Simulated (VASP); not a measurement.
# Se (P3_221) in VASP: notebook, part 3 of 3

VASP 6.6.1. The steps go on from the part before.

**4. Electric field gradients, PBE**

INCAR

```
PREC     = Accurate       # precision mode
ENCUT    = 520            # plane-wave cutoff, eV
EDIFF    = 1E-8           # SCF threshold, eV
ISMEAR   = -1             # smearing method
SIGMA    = 0.03           # smearing width, eV
LREAL    = False          # projectors in reciprocal space
LASPH    = True           # aspherical terms in the spheres
NELM     = 100            # most SCF steps
ALGO     = Normal         # electronic algorithm
ISIF     = 2              # what is computed and relaxed
LWAVE    = False          # write WAVECAR
LCHARG   = False          # write CHGCAR
GGA      = PE             # functional
LEFG     = True         
NBANDS   = 16             # bands
```

KPOINTS

```
regular mesh
0
Gamma
  8 8 6
```

POSCAR

```
Se
1.0
    4.3551696776      0.0000000000      0.0000000000
   -2.1775848388      3.7716875786      0.0000000000
    0.0000000000      0.0000000000      4.9494500000
Se
3
Direct
    0.2170000000      0.0000000000      0.1666666667
    0.0000000000      0.2170000000      0.8333333333
    0.7830000000      0.7830000000      0.5000000000
```

Potentials or basis: VASP PAW PBE potentials, release 64 (Se).

Launch:

```
$ cat potpaw_PBE.64/Se/POTCAR > POTCAR
$ mpirun -np 1 vasp_std > vasp.out
```

OUTCAR:

```text
PREC = Accurate
   ENCUT = 520
   EDIFF = 1E-8
   ISMEAR = -1
   LREAL = False
   LASPH = True
   NELM = 100
   ISIF = 2
   GGA = PE

 ion  position               nearest neighbor table
   1  0.217  0.000  0.167-   3 2.32   2 2.32
   2  0.000  0.217  0.833-   3 2.32   1 2.32
   3  0.783  0.783  0.500-   1 2.32   2 2.32

  LATTYP: Found a hexagonal cell.
 ALAT       =     4.3551696776
 C/A-ratio  =     1.1364539998

  Lattice vectors:

 A1 = (   4.3551696776,   0.0000000000,   0.0000000000)
 A2 = (  -2.1775848388,   3.7716875786,   0.0000000000)
 A3 = (   0.0000000000,   0.0000000000,   4.9494500000)

Analysis of symmetry for initial positions (statically):
=====================================================================
 Subroutine PRICEL returns:
 Original cell was already a primitive cell.

 Routine SETGRP: Setting up the symmetry group for a
 hexagonal supercell.

 Subroutine GETGRP returns: Found  6 space group operations
 (whereof  2 operations were pure point group operations)
 out of a pool of 24 trial point group operations.

The static configuration has the point symmetry C_2 .
 The point group associated with its full space group is D_3 .

Analysis of symmetry for dynamics (positions and initial velocities):
=====================================================================
 Subroutine PRICEL returns:
 Original cell was already a primitive cell.

 Routine SETGRP: Setting up the symmetry group for a
 hexagonal supercell.

 Subroutine GETGRP returns: Found  6 space group operations
 (whereof  2 operations were pure point group operations)
 out of a pool of 24 trial point group operations.

The dynamic configuration has the point symmetry C_2 .
 The point group associated with its full space group is D_3 .

 Subroutine INISYM returns: Found  6 space group operations
 (whereof  2 operations are pure point group operations),
 and found     1 'primitive' translations

----------------------------------------------------------------------------------------

                                     Primitive cell

  volume of cell :      81.3013

  direct lattice vectors                    reciprocal lattice vectors
     4.355169678  0.000000000  0.000000000     0.229612179  0.132566653  0.000000000
    -2.177584839  3.771687579  0.000000000     0.000000000  0.265133307  0.000000000
     0.000000000  0.000000000  4.949450000     0.000000000  0.000000000  0.202042651

  length of vectors
     4.355169678  4.355169678  4.949450000     0.265133307  0.265133307  0.202042651

  position of ions in fractional coordinates (direct lattice)
     0.217000000  0.000000000  0.166666667
     0.000000000  0.217000000  0.833333333
     0.783000000  0.783000000  0.500000000

  ion indices of the primitive-cell ions
   primitive index   ion index
                 1           1
                 2           2
                 3           3

----------------------------------------------------------------------------------------

 KPOINTS: regular mesh
[... 75 lines left out ...]
   ISYM   =      2    0-nonsym 1-usesym 2-fastsym
   POTIM  = 0.5000    time-step for ionic-motion
   TEBEG  =    0.0;   TEEND  =   0.0 temperature during run
   PSTRESS=    0.0 pullay stress
   NELECT =      18.0000    total number of electrons
   NUPDOWN=      -1.0000    fix difference up-down
   EMIN   =  10.00;   EMAX   =-10.00  energy-range for DOS
   EFERMI =   0.00;   METHOD = LEGACY
   ISMEAR =    -1;   SIGMA  =   0.03  broadening in eV -4-tet -1-fermi 0-gaus
   EFERMI_NEDOS =   21; number of points for ismear=-14 and -15
   IALGO  =     38    algorithm
   IMIX   =      4    mixing-type and parameters
     AMIX     =   0.40;   BMIX     =  1.00
     AMIX_MAG =   1.60;   BMIX_MAG =  1.00
  volume/ion in A,a.u.               =      27.10       182.88
  Fermi-wavevector in a.u.,A,eV,Ry     =   0.990375  1.871538 13.345180  0.980843
  Thomas-Fermi vector in A             =   2.122041
   LORBIT       =      0    0 simple, 1 ext, 2 COOP (PROOUT), +10 PAW based schemes
   GGA     = PE    functional components
   LHFCALC =     F    Hartree Fock is set to
   AEXX    =    0.0000 exact exchange contribution
   IVDW    =     0    specifies the selected vdW correction
   LEPSILON=     F    determine dielectric tensor
   LRPA    =     F    only Hartree local field effects (RPA)
 non-spin polarized calculation
  energy-cutoff  :      520.00
  volume of cell :       81.30
 maximum number of plane-waves:      2202
   NGX = 17   NGY = 17   NGZ = 19

 number of electron      17.9999997 magnetization

 Free energy of the ion-electron system (eV)
  ---------------------------------------------------
  ext. energy  EPLUGINS =         0.00000000
  ---------------------------------------------------
  free energy    TOTEN  =       -10.37085669 eV

  energy without entropy =      -10.37085669  energy(sigma->0) =      -10.37085669

 E-fermi :   3.3108     XC(G=0):  -8.8321

 val. band max:        2.7682130203   @ k =   0.5000  -0.0000   0.5000
 cond. band min:       3.8664732174   @ k =   0.3750   0.2500   0.5000
 fundamental gap:      1.0982601971
 Fermi energy:         3.3108238495

 k-point     1 :       0.0000    0.0000    0.0000
  band No.  band energies     occupation
      1     -13.3915      2.00000
      2      -9.0795      2.00000
      3      -9.0795      2.00000
      4      -1.2333      2.00000
      5      -1.2333      2.00000
      6      -1.0293      2.00000
[... 433 lines left out ...]
      3      -8.4381      2.00000
      4      -2.6301      2.00000
      5      -2.3672      2.00000
      6      -0.6365      2.00000
[... 8 lines left out ...]
     15      11.4503      0.00000
     16      12.3404      0.00000

 [... further k-points ...]
[... 5 lines left out ...]
  --------------------------------------------------------------------------------------
  -------------------------------------------------------------------------------------
  Total        2.4097684      2.4097684      3.8658340     -0.0000000      0.0000000      0.0000000
  in kB       47.4884677     47.4884677     76.1826458     -0.0000000      0.0000000      0.0000000
  external PRESSURE =      57.0531938 kB  Pullay stress =       0.0000000 kB

 VOLUME and BASIS-vectors are now :
 -----------------------------------------------------------------------------
  energy-cutoff  :      520.00
  volume of cell :       81.30
      direct lattice vectors                 reciprocal lattice vectors
     4.355169678  0.000000000  0.000000000     0.229612179  0.132566653  0.000000000
    -2.177584839  3.771687579  0.000000000     0.000000000  0.265133307  0.000000000
     0.000000000  0.000000000  4.949450000     0.000000000  0.000000000  0.202042651

 POSITION                                       TOTAL-FORCE (eV/Angst)
 -----------------------------------------------------------------------------------
      0.94507      0.00000      0.82491         1.187755     -0.000000     -0.000000
     -0.47254      0.81846      4.12454        -0.593878      1.028626      0.000000
      1.70505      2.95323      2.47472        -0.593878     -1.028626      0.000000
 -----------------------------------------------------------------------------------
    total drift:                                0.000001      0.000001     -0.000000

  FREE ENERGIE OF THE ION-ELECTRON SYSTEM (eV)
  ---------------------------------------------------
  free  energy   TOTEN  =       -10.3708566932 eV

  energy  without entropy=      -10.3708566929  energy(sigma->0) =      -10.37085669

 Electric field gradients (V/A^2)
---------------------------------------------------------------------
 ion       V_xx      V_yy      V_zz      V_xy      V_xz      V_yz
---------------------------------------------------------------------
   1     151.060  -347.446   196.386    -0.000     0.000  -316.960
   2    -222.820    26.433   196.386  -215.860   274.496   158.480
   3    -222.819    26.433   196.386   215.859  -274.496   158.480
---------------------------------------------------------------------

 Electric field gradients after diagonalization (V/A^2)
 (convention: |V_zz| > |V_xx| > |V_yy|)
----------------------------------------------------------------------
 ion       V_xx      V_yy      V_zz     asymmetry (V_yy - V_xx)/ V_zz
----------------------------------------------------------------------
   1     342.085   151.060  -493.145       0.387
   2     342.085   151.060  -493.145       0.387
   3     342.085   151.060  -493.145       0.387
----------------------------------------------------------------------

           NMR quadrupolar parameters

 Cq : quadrupolar parameter    Cq=e*Q*V_zz/h
 eta: asymmetry parameters     (V_yy - V_xx)/ V_zz
 Q  : nuclear electric quadrupole moment in mb (millibarn)
----------------------------------------------------------------------
 ion       Cq(MHz)       eta       Q (mb)
----------------------------------------------------------------------
   1      -1.192       0.387       1.000
   2      -1.192       0.387       1.000
   3      -1.192       0.387       1.000
----------------------------------------------------------------------
```

It took 31 s on 1 thread of AMD EPYC 9R45 (Zen 5), shared host; peak memory 0.18 GiB.

What came out:

```
Free energy            : -10.3709 eV
Pressure               : 5.7 GPa
Largest force          : 1.188 eV/Å
Band gap on the k mesh : 1.10 eV, indirect (least direct gap 1.17 eV)
```

Forces in eV/Å, atoms in the order of the input:
```
Se   1.188  0.000  0.000
Se  -0.594  1.029  0.000
Se  -0.594 -1.029  0.000
```

Electric field gradients, principal values (V/Å²):
```csv
atom,Vxx,Vyy,Vzz
1 Se,151.060,342.085,-493.145
2 Se,151.060,342.085,-493.145
3 Se,151.060,342.085,-493.145
```

Caveat: forces of over 1 eV/Å show positions far from the minimum, so gaps and moduli don't describe the material at rest.

**5. Summary**

```tsv
cell	gap on the mesh (eV)	pressure (GPa)	largest force (eV/Å)
zz strain of +3 %, PAW files	0.89	3.0	0.75
zz strain of +3 %, crystal datasets	0.89	3.0	0.75
as given	1.10	5.7	1.19
```

Alike in all rows: task electric field gradients; level PBE; potentials or basis VASP PAW PBE potentials, release 64 (Se); no spin polarisation; k mesh 8 × 8 × 6; cutoff (eV) 520; smearing fermi-dirac 0.03 eV.

Caveats: forces of over 1 eV/Å show positions far from the minimum, so gaps and moduli don't describe the material at rest (some runs).

Total energies depend on the potentials used, so only differences within one code and one set of settings carry meaning.
